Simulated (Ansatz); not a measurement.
CaF$_{2}$:
```xyz
3
Lattice="0.0000 2.7203 2.7203 2.7203 0.0000 2.7203 2.7203 2.7203 0.0000" Properties=species:S:1:pos:R:3 pbc="T T T"
Ca     0.0000     0.0000     0.0000
F      4.0804     4.0804     4.0804
F      1.3601     1.3601     1.3601
```

Tensor components refer to the Cartesian frame of this cell.

Question: Give the high-frequency dielectric tensor and the Born effective charge tensors of the independent atoms from DFPT, r²SCAN in the plane-wave PAW code Ansatz.

Answer: 
ε∞:
```
2.19  0.00  0.00
0.00  2.19  0.00
0.00  0.00  2.19
```
Z* of atom 1 (Ca), rows: field, columns: displacement, in e:
```
2.34  0.00  0.00
0.00  2.34  0.00
0.00  0.00  2.34
```
Z* of atom 2 (F), rows: field, columns: displacement, in e:
```
-1.17   0.00   0.00
 0.00  -1.17   0.00
 0.00   0.00  -1.17
```

Static charges for comparison (Bader): Ca1 +1.69, F2 -0.85 e. Born charges measure polarisation by displacement and can exceed these by far.

Space group Fm-3m (fluorite). The r²SCAN relaxation kept the symmetry of its start; phonons on a q-mesh show no instability.

Potentials: the earlier of the program's two PAW sets.
